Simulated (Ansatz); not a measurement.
# InAs (F-43m): energy and pressure against volume

How does InAs (F-43m) respond to strong compression and slight expansion?

The COD entry's cell or inner coordinates are ideal or old and differ from later refinements, so a difference from it is no clean test against experiment.

Computed with Ansatz 0.2.0 (DFT PBE, scalar-relativistic, plane waves, PAW, unless a step's input says otherwise).

### 1 The structure to begin with

It takes space group F-43m (No. 216, cubic). The conventional cell has a = 6.186 Å, b = 6.186 Å, c = 6.186 Å, α = 90.00°, β = 90.00°, γ = 90.00°. In (site symmetry -43m) is surrounded by 4 As at 2.68 Å. As (site symmetry -43m) is surrounded by 4 In at 2.68 Å.

Structure file:

```
CELL_PARAMETERS angstrom
0.00000 3.09306 3.09306
3.09306 0.00000 3.09306
3.09306 3.09306 0.00000
ATOMIC_POSITIONS crystal
In 0.00000 0.00000 0.00000
As 0.25000 0.25000 0.25000
```

An earlier run at PBE left this cell at 29.591 Å³/atom and 0.01 GPa (14×14×14 mesh).

### 2 Volume × 0.96

File input.yaml:

```yaml
crystal:
  lattice:
    - [0.0, 3.0512524973, 3.0512524973]
    - [3.0512524973, 0.0, 3.0512524973]
    - [3.0512524973, 3.0512524973, 0.0]
  atoms:
    - { symbol: In, position: [0.0, 0.0, 0.0] }
    - { symbol: As, position: [0.25, 0.25, 0.25] }
basis:
  ecutwfc: 420
  ecutrho_ratio: 4
kpoints:
  mp_grid: { grid: [14, 14, 14] }
hamiltonian:
  xc: pbe
scf:
  occupations: { method: gaussian, width: 0.05 }
output:
  forces: true
  stress: true
  eigenvalues: true
```

Command:

```
$ ansatz run input.yaml --threads 1 --pin off --max-ram 2560MiB --backend cpu --events-out ev --progress --plain --runs-dir out
```

The program printed (excerpt; [...] marks lines left out):

```text
Warning: RAYON_NUM_THREADS=1 ignored (pool sized by the plan → 1); use --threads N
[...]
Pseudopotentials: kind: paw
Pseudopotential: In, paw, valence charge 13, recommended cutoff 420 eV (normal), In.paw.azcp
Pseudopotential: As, paw, valence charge 15, recommended cutoff 420 eV (normal), As.paw.azcp
Functional definition: PBE
[...]
Crystal: 2 atoms, lattice volume = 56.815 Å³
Basis set: ecut = 420 eV, 1067 PW (Γ), exchange–correlation on 60×60×60 points (8 copies of the dense FFT grid, shifted against one another)
Bands: 18, of which v1, the nominal top of the filled ones, is band 14 counted from 1 (13 counted from 0)
Symmetry: 24 space group operations
Space group: F-43m (ITA 216), of the structure as read, at distance tolerance 3.8e-5 Å
k-points: 104 of 2744 (time reversal used)
[...]
SCF iter   1: F=—  HF=-10454.456871 eV  |F-HF|=—  |Δ(HF+E_count)|=         —  Δρ=2.48e-3  dr2=7.70e-3  ethr=1.77e-3  ⟨swp⟩=6.0  Hψ=9169  notcnv=0
[...]
SCF iter   6: F=-10454.453731 eV  HF=-10454.453731 eV  |F-HF|=3.91e-9  |Δ(HF+E_count)|=   5.27e-8  Δρ=5.41e-6  dr2=1.27e-8  ethr=3.57e-10  ⟨swp⟩=6.2  Hψ=8810  notcnv=0
[...]
SCF converged after 6 iterations
Free energy (F): -10454.453731 eV
[...]
E sigma→0 (E₀):  -10454.453712 eV
Entropy (-TS):   -0.000039 eV (-0.019 meV/atom)
Fermi energy:    7.506102 eV
[...]
--- Forces (eV/Å), atoms counted from 1 ---
  atom   1  In     0.00000000    -0.00000000     0.00000000
  atom   2  As    -0.00000000     0.00000000     0.00000000
[...]
--- Stress (GPa, compression-positive) ---
        2.189488       0.000000      -0.000000
        0.000000       2.189488       0.000000
       -0.000000       0.000000       2.189488
  P = ⅓ Tr σ = 2.1895 GPa (21.895 kbar)
--- Band table (eV; the first three rows and the last of 104) ---
  k-point 0: bands = ["-27.4557", "-27.4557", "-27.4557", "-27.4486", "-27.4486", "-6.8468", "-6.8468", "-6.8468", "-6.7320", "-6.7320", "-4.2050", "7.1478", "7.4849", "7.4849", "7.4849", "11.3906", "11.3906", "11.3906"]
[...]
```

Wall time 5.7 s (1 thread of Intel Xeon Platinum 8559C (Emerald Rapids), shared host); peak memory 0.54 GiB.

Read off: volume 28.408 Å³/atom, pressure 2.19 GPa, no gap.

### 3 Volume × 1.04

input.yaml: that of step 2 with these lines changed.

```diff
@@ -2,5 +2,5 @@
   lattice:
-    - [0.0, 3.0512524973, 3.0512524973]
-    - [3.0512524973, 0.0, 3.0512524973]
-    - [3.0512524973, 3.0512524973, 0.0]
+    - [0.0, 3.1337584399, 3.1337584399]
+    - [3.1337584399, 0.0, 3.1337584399]
+    - [3.1337584399, 3.1337584399, 0.0]
   atoms:
```

Command:

```
$ ansatz run input.yaml --threads 1 --pin off --max-ram 2560MiB --backend cpu --events-out ev --progress --plain --runs-dir out
```

The program printed (excerpt; [...] marks lines left out):

```text
Warning: RAYON_NUM_THREADS=1 ignored (pool sized by the plan → 1); use --threads N
[...]
[... 4 set-up lines as earlier in the session ...]
[...]
Crystal: 2 atoms, lattice volume = 61.550 Å³
Basis set: ecut = 420 eV, 1243 PW (Γ), exchange–correlation on 60×60×60 points (8 copies of the dense FFT grid, shifted against one another)
Bands: 18, of which v1, the nominal top of the filled ones, is band 14 counted from 1 (13 counted from 0)
[... 1 set-up line as earlier in the session ...]
Space group: F-43m (ITA 216), of the structure as read, at distance tolerance 3.9e-5 Å
k-points: 104 of 2744 (time reversal used)
[...]
SCF iter   1: F=—  HF=-10454.459185 eV  |F-HF|=—  |Δ(HF+E_count)|=         —  Δρ=2.45e-3  dr2=8.32e-3  ethr=1.77e-3  ⟨swp⟩=6.0  Hψ=9051  notcnv=0
[...]
SCF iter   6: F=-10454.456151 eV  HF=-10454.456151 eV  |F-HF|=7.31e-9  |Δ(HF+E_count)|=   4.41e-7  Δρ=5.88e-6  dr2=1.68e-8  ethr=3.57e-10  ⟨swp⟩=6.7  Hψ=8971  notcnv=0
[...]
SCF converged after 6 iterations
Free energy (F): -10454.456151 eV
[...]
E sigma→0 (E₀):  -10454.456130 eV
Entropy (-TS):   -0.000042 eV (-0.021 meV/atom)
Fermi energy:    6.514537 eV
[...]
--- Forces (eV/Å), atoms counted from 1 ---
  atom   1  In     0.00000000    -0.00000000    -0.00000000
  atom   2  As    -0.00000000     0.00000000    -0.00000000
[...]
--- Stress (GPa, compression-positive) ---
       -1.724142       0.000000      -0.000000
        0.000000      -1.724142       0.000000
       -0.000000       0.000000      -1.724142
  P = ⅓ Tr σ = -1.7241 GPa (-17.241 kbar)
--- Band table (eV; the first three rows and the last of 104) ---
  k-point 0: bands = ["-28.3843", "-28.3843", "-28.3843", "-28.3791", "-28.3791", "-7.7158", "-7.7158", "-7.7158", "-7.6289", "-7.6289", "-4.7348", "5.7542", "6.4903", "6.4903", "6.4903", "10.3468", "10.3468", "10.3468"]
[...]
```

Run time: 6.2 s. Hardware: 1 thread of Intel Xeon Platinum 8559C (Emerald Rapids), shared host; peak memory 0.56 GiB.

Result: volume 30.775 Å³/atom, pressure -1.72 GPa, metallic.

### 4 Volume × 0.92

input.yaml: that of step 3 with these lines changed.

```diff
@@ -2,5 +2,5 @@
   lattice:
-    - [0.0, 3.1337584399, 3.1337584399]
-    - [3.1337584399, 0.0, 3.1337584399]
-    - [3.1337584399, 3.1337584399, 0.0]
+    - [0.0, 3.0082713848, 3.0082713848]
+    - [3.0082713848, 0.0, 3.0082713848]
+    - [3.0082713848, 3.0082713848, 0.0]
   atoms:
```

Command:

```
$ ansatz run input.yaml --threads 1 --pin off --max-ram 2560MiB --backend cpu --events-out ev --progress --plain --runs-dir out
```

The program printed (excerpt; [...] marks lines left out):

```text
Warning: RAYON_NUM_THREADS=1 ignored (pool sized by the plan → 1); use --threads N
[...]
[... 4 set-up lines as earlier in the session ...]
[...]
Crystal: 2 atoms, lattice volume = 54.448 Å³
Basis set: ecut = 420 eV, 1067 PW (Γ), exchange–correlation on 60×60×60 points (8 copies of the dense FFT grid, shifted against one another)
Bands: 18, of which v1, the nominal top of the filled ones, is band 14 counted from 1 (13 counted from 0)
[... 2 set-up lines as earlier in the session ...]
k-points: 104 of 2744 (time reversal used)
[...]
SCF iter   1: F=—  HF=-10454.404786 eV  |F-HF|=—  |Δ(HF+E_count)|=         —  Δρ=2.38e-3  dr2=6.63e-3  ethr=1.77e-3  ⟨swp⟩=6.0  Hψ=9207  notcnv=0
[...]
SCF iter   6: F=-10454.401831 eV  HF=-10454.401831 eV  |F-HF|=2.57e-9  |Δ(HF+E_count)|=   6.00e-8  Δρ=4.96e-6  dr2=9.95e-9  ethr=3.57e-10  ⟨swp⟩=6.0  Hψ=8743  notcnv=0
[...]
SCF converged after 6 iterations
Free energy (F): -10454.401831 eV
[...]
E sigma→0 (E₀):  -10454.401813 eV
Entropy (-TS):   -0.000036 eV (-0.018 meV/atom)
Fermi energy:    8.071638 eV
[...]
--- Forces (eV/Å), atoms counted from 1 ---
  atom   1  In     0.00000000    -0.00000000     0.00000000
  atom   2  As    -0.00000000    -0.00000000    -0.00000000
[...]
--- Stress (GPa, compression-positive) ---
        4.942493       0.000000      -0.000000
        0.000000       4.942493       0.000000
        0.000000       0.000000       4.942493
  P = ⅓ Tr σ = 4.9425 GPa (49.425 kbar)
--- Band table (eV; the first three rows and the last of 104) ---
  k-point 0: bands = ["-26.9371", "-26.9371", "-26.9371", "-26.9288", "-26.9288", "-6.3651", "-6.3651", "-6.3651", "-6.2327", "-6.2327", "-3.9110", "7.9318", "8.0519", "8.0519", "8.0519", "11.9776", "11.9776", "11.9776"]
[...]
```

Wall time 5.2 s (1 thread of Intel Xeon Platinum 8559C (Emerald Rapids), shared host); peak memory 0.54 GiB.

Read off: volume 27.224 Å³/atom, pressure 4.94 GPa, metallic.

### 5 Volume × 0.88

input.yaml: that of step 4 with these lines changed.

```diff
@@ -2,5 +2,5 @@
   lattice:
-    - [0.0, 3.0082713848, 3.0082713848]
-    - [3.0082713848, 0.0, 3.0082713848]
-    - [3.0082713848, 3.0082713848, 0.0]
+    - [0.0, 2.9640256725, 2.9640256725]
+    - [2.9640256725, 0.0, 2.9640256725]
+    - [2.9640256725, 2.9640256725, 0.0]
   atoms:
```

Command:

```
$ ansatz run input.yaml --threads 1 --pin off --max-ram 2560MiB --backend cpu --events-out ev --progress --plain --runs-dir out
```

The program printed (excerpt; [...] marks lines left out):

```text
Warning: RAYON_NUM_THREADS=1 ignored (pool sized by the plan → 1); use --threads N
[...]
[... 4 set-up lines as earlier in the session ...]
[...]
Crystal: 2 atoms, lattice volume = 52.081 Å³
Basis set: ecut = 420 eV, 965 PW (Γ), exchange–correlation on 60×60×60 points (8 copies of the dense FFT grid, shifted against one another)
Bands: 18, of which v1, the nominal top of the filled ones, is band 14 counted from 1 (13 counted from 0)
[... 1 set-up line as earlier in the session ...]
Space group: F-43m (ITA 216), of the structure as read, at distance tolerance 3.7e-5 Å
k-points: 104 of 2744 (time reversal used)
[...]
SCF iter   1: F=—  HF=-10454.306749 eV  |F-HF|=—  |Δ(HF+E_count)|=         —  Δρ=2.24e-3  dr2=5.38e-3  ethr=1.77e-3  ⟨swp⟩=6.0  Hψ=9182  notcnv=0
[...]
SCF iter   6: F=-10454.304178 eV  HF=-10454.304178 eV  |F-HF|=8.60e-10  |Δ(HF+E_count)|=   1.13e-7  Δρ=4.05e-6  dr2=6.41e-9  ethr=3.57e-10  ⟨swp⟩=6.0  Hψ=8707  notcnv=0
[...]
SCF converged after 6 iterations
Free energy (F): -10454.304178 eV
[...]
E sigma→0 (E₀):  -10454.304173 eV
Entropy (-TS):   -0.000011 eV (-0.005 meV/atom)
Fermi energy:    8.738661 eV
[...]
--- Forces (eV/Å), atoms counted from 1 ---
  atom   1  In     0.00000000    -0.00000000     0.00000000
  atom   2  As    -0.00000000    -0.00000000    -0.00000000
[...]
--- Stress (GPa, compression-positive) ---
        8.405573       0.000000      -0.000000
       -0.000000       8.405573       0.000000
       -0.000000       0.000000       8.405573
  P = ⅓ Tr σ = 8.4056 GPa (84.056 kbar)
--- Band table (eV; the first three rows and the last of 104) ---
  k-point 0: bands = ["-26.3762", "-26.3762", "-26.3762", "-26.3663", "-26.3663", "-5.8475", "-5.8475", "-5.8475", "-5.6945", "-5.6945", "-3.5937", "8.6747", "8.6747", "8.6747", "8.7827", "12.6160", "12.6160", "12.6160"]
[...]
```

Wall time 4.9 s (1 thread of Intel Xeon Platinum 8559C (Emerald Rapids), shared host); peak memory 0.54 GiB.

This gives: volume 26.040 Å³/atom, pressure 8.41 GPa, gap on the mesh 0.11 eV.

### 6 Volume × 0.84

input.yaml: that of step 5 with these lines changed.

```diff
@@ -2,5 +2,5 @@
   lattice:
-    - [0.0, 2.9640256725, 2.9640256725]
-    - [2.9640256725, 0.0, 2.9640256725]
-    - [2.9640256725, 2.9640256725, 0.0]
+    - [0.0, 2.9184180243, 2.9184180243]
+    - [2.9184180243, 0.0, 2.9184180243]
+    - [2.9184180243, 2.9184180243, 0.0]
   atoms:
```

Command:

```
$ ansatz run input.yaml --threads 1 --pin off --max-ram 2560MiB --backend cpu --events-out ev --progress --plain --runs-dir out
```

The program printed (excerpt; [...] marks lines left out):

```text
Warning: RAYON_NUM_THREADS=1 ignored (pool sized by the plan → 1); use --threads N
[...]
[... 4 set-up lines as earlier in the session ...]
[...]
Crystal: 2 atoms, lattice volume = 49.713 Å³
Basis set: ecut = 420 eV, 941 PW (Γ), exchange–correlation on 60×60×60 points (8 copies of the dense FFT grid, shifted against one another)
Bands: 18, of which v1, the nominal top of the filled ones, is band 14 counted from 1 (13 counted from 0)
[... 2 set-up lines as earlier in the session ...]
k-points: 104 of 2744 (time reversal used)
[...]
SCF iter   1: F=—  HF=-10454.150825 eV  |F-HF|=—  |Δ(HF+E_count)|=         —  Δρ=2.02e-3  dr2=3.97e-3  ethr=1.77e-3  ⟨swp⟩=6.0  Hψ=9293  notcnv=0
[...]
SCF iter   6: F=-10454.148842 eV  HF=-10454.148842 eV  |F-HF|=7.51e-9  |Δ(HF+E_count)|=   1.04e-7  Δρ=3.01e-6  dr2=4.96e-9  ethr=3.57e-10  ⟨swp⟩=5.8  Hψ=8260  notcnv=0
[...]
SCF converged after 6 iterations
Free energy (F): -10454.148842 eV
[...]
E sigma→0 (E₀):  -10454.148842 eV
Fermi energy:    9.538074 eV
[...]
--- Forces (eV/Å), atoms counted from 1 ---
  atom   1  In     0.00000000    -0.00000000     0.00000000
  atom   2  As    -0.00000000     0.00000000    -0.00000000
[...]
--- Stress (GPa, compression-positive) ---
       12.793682      -0.000000       0.000000
       -0.000000      12.793682       0.000000
       -0.000000       0.000000      12.793682
  P = ⅓ Tr σ = 12.7937 GPa (127.937 kbar)
--- Band table (eV; the first three rows and the last of 104) ---
  k-point 0: bands = ["-25.7681", "-25.7681", "-25.7681", "-25.7565", "-25.7565", "-5.2898", "-5.2898", "-5.2898", "-5.1125", "-5.1125", "-3.2499", "9.3611", "9.3611", "9.3611", "9.7075", "13.3128", "13.3128", "13.3128"]
[...]
```

Wall time 5.3 s (1 thread of Intel Xeon Platinum 8559C (Emerald Rapids), shared host); peak memory 0.51 GiB.

This gives: volume 24.857 Å³/atom, pressure 12.79 GPa, gap on the mesh 0.35 eV.

### 7 Volume × 0.8

input.yaml: that of step 6 with these lines changed.

```diff
@@ -2,5 +2,5 @@
   lattice:
-    - [0.0, 2.9184180243, 2.9184180243]
-    - [2.9184180243, 0.0, 2.9184180243]
-    - [2.9184180243, 2.9184180243, 0.0]
+    - [0.0, 2.8713385331, 2.8713385331]
+    - [2.8713385331, 0.0, 2.8713385331]
+    - [2.8713385331, 2.8713385331, 0.0]
   atoms:
```

Command:

```
$ ansatz run input.yaml --threads 1 --pin off --max-ram 2560MiB --backend cpu --events-out ev --progress --plain --runs-dir out
```

The program printed (excerpt; [...] marks lines left out):

```text
Warning: RAYON_NUM_THREADS=1 ignored (pool sized by the plan → 1); use --threads N
[...]
[... 4 set-up lines as earlier in the session ...]
[...]
Crystal: 2 atoms, lattice volume = 47.346 Å³
Basis set: ecut = 420 eV, 941 PW (Γ), exchange–correlation on 60×60×60 points (8 copies of the dense FFT grid, shifted against one another)
Bands: 18, of which v1, the nominal top of the filled ones, is band 14 counted from 1 (13 counted from 0)
[... 1 set-up line as earlier in the session ...]
Space group: F-43m (ITA 216), of the structure as read, at distance tolerance 3.6e-5 Å
k-points: 104 of 2744 (time reversal used)
[...]
SCF iter   1: F=—  HF=-10453.921448 eV  |F-HF|=—  |Δ(HF+E_count)|=         —  Δρ=1.69e-3  dr2=2.45e-3  ethr=1.77e-3  ⟨swp⟩=6.0  Hψ=9355  notcnv=0
[...]
SCF iter   6: F=-10453.920328 eV  HF=-10453.920328 eV  |F-HF|=3.20e-9  |Δ(HF+E_count)|=   3.61e-8  Δρ=3.71e-6  dr2=3.49e-9  ethr=8.05e-11  ⟨swp⟩=2.0  Hψ=6260  notcnv=0
[...]
SCF converged after 6 iterations
Free energy (F): -10453.920328 eV
[...]
E sigma→0 (E₀):  -10453.920328 eV
Fermi energy:    10.420223 eV
[...]
--- Forces (eV/Å), atoms counted from 1 ---
  atom   1  In     0.00000000     0.00000000     0.00000000
  atom   2  As    -0.00000000    -0.00000000    -0.00000000
[...]
--- Stress (GPa, compression-positive) ---
       18.357909      -0.000000      -0.000000
       -0.000000      18.357909       0.000000
       -0.000000       0.000000      18.357909
  P = ⅓ Tr σ = 18.3579 GPa (183.579 kbar)
--- Band table (eV; the first three rows and the last of 104) ---
  k-point 0: bands = ["-25.1059", "-25.1059", "-25.1059", "-25.0923", "-25.0923", "-4.6874", "-4.6874", "-4.6874", "-4.4813", "-4.4813", "-2.8752", "10.1214", "10.1214", "10.1214", "10.7145", "14.0766", "14.0766", "14.0766"]
[...]
```

Run time: 4.8 s. Hardware: 1 thread of Intel Xeon Platinum 8559C (Emerald Rapids), shared host; peak memory 0.53 GiB.

Read off: volume 23.673 Å³/atom, pressure 18.36 GPa, gap on the mesh 0.59 eV.

### 8 All volumes together

```csv
volume (Å³/atom),energy above the lowest (meV/atom),pressure (GPa),gap on the mesh (eV),space group
23.673,274.5,18.4,0.59,F-43m
24.857,160.2,12.8,0.35,F-43m
26.040,82.6,8.4,0.11,F-43m
27.224,33.8,4.9,0.00,F-43m
28.408,7.8,2.2,0.00,F-43m
29.591,0.0,0.0,0.00,F-43m
30.775,6.6,-1.7,0.00,F-43m
```

### 9 What came out

| quantity | value |
| --- | --- |
| range of pressure | -1.7 to 18.4 GPa |
| V0 (fit) | 29.60 Å³/atom |
| B0 (fit) | 49 GPa |
| B0′ (fit) | 4.68 |

**Reading.** A third-order Birch-Murnaghan fit follows the points with an rms miss of 0.01 meV/atom. Symmetry fixes shape and sites, so only the volume changes. The gap is zero at the larger volumes and opens under compression; semilocal functionals close small gaps early. Other structures may be lower in enthalpy at these pressures.
